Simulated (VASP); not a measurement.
**Si2W: relaxation of cell and atoms with LDA**

Si2W:

```
Si W
1.0
    -1.59456    1.59456    3.89044
     1.59456   -1.59456    3.89044
     1.59456    1.59456   -3.89044
Si W
2 1
Direct
  0.33460 0.33460 0.00000
  0.66540 0.66540 0.00000
  0.00000 0.00000 0.00000
```

```
Program                : VASP 6.6.1
Task                   : relaxation of cell and atoms
Functional             : LDA
Potentials or basis    : VASP PAW LDA potentials, release 64 (Si, W_sv)
Cutoff                 : 600 eV
k mesh                 : 16 × 16 × 16
Occupations            : methfessel-paxton, width 0.1 eV
Spin                   : no spin polarisation
Further INCAR settings : ALGO = Normal; EDIFF = 1e-07; IBRION = 2; EDIFFG = -0.005; NSW = 90; ISIF = 3
```

* Pressure after relaxing: 0.0 GPa
* Band gap on the k mesh: none (metal or under the smearing width)

Final structure:
```yaml
crystal:
  lattice:
    - [-1.59456, 1.59456, 3.89044]
    - [1.59456, -1.59456, 3.89044]
    - [1.59456, 1.59456, -3.89044]
  atoms:
    - { symbol: Si, position: [0.33460, 0.33460, 0.00000] }
    - { symbol: Si, position: [0.66540, 0.66540, 0.00000] }
    - { symbol: W, position: [0.00000, 0.00000, 0.00000] }
```

Levels at points of the mesh, in eV from the Fermi level:
```tsv
k point	band 7	band 8	band 9	band 10	band 11	band 12	band 13	band 14	band 15
(0.00, 0.00, 0.00)	-3.67	-3.44	-2.87	-2.87	0.63	2.90	2.96	3.20	3.20
(0.50, 0.00, 0.00)	-5.79	-4.83	-2.83	-2.83	-0.45	2.76	2.85	4.02	4.56
(0.50, 0.50, 0.00)	-6.00	-5.44	-5.05	-3.32	-1.65	2.90	3.02	3.21	3.98
(0.50, 0.50, 0.50)	-3.96	-2.62	-0.78	-0.78	-0.51	-0.51	0.82	4.57	5.05
```

Wall time 2.8 min on 1 thread of Intel(R) Xeon(R) Platinum 8488C (Sapphire Rapids), with other jobs on the host, peak memory 0.37 GiB.

Caveat: the relaxation stopped at its first step, so nothing moved. The run has no spin-orbit coupling, so splittings on W are missing.
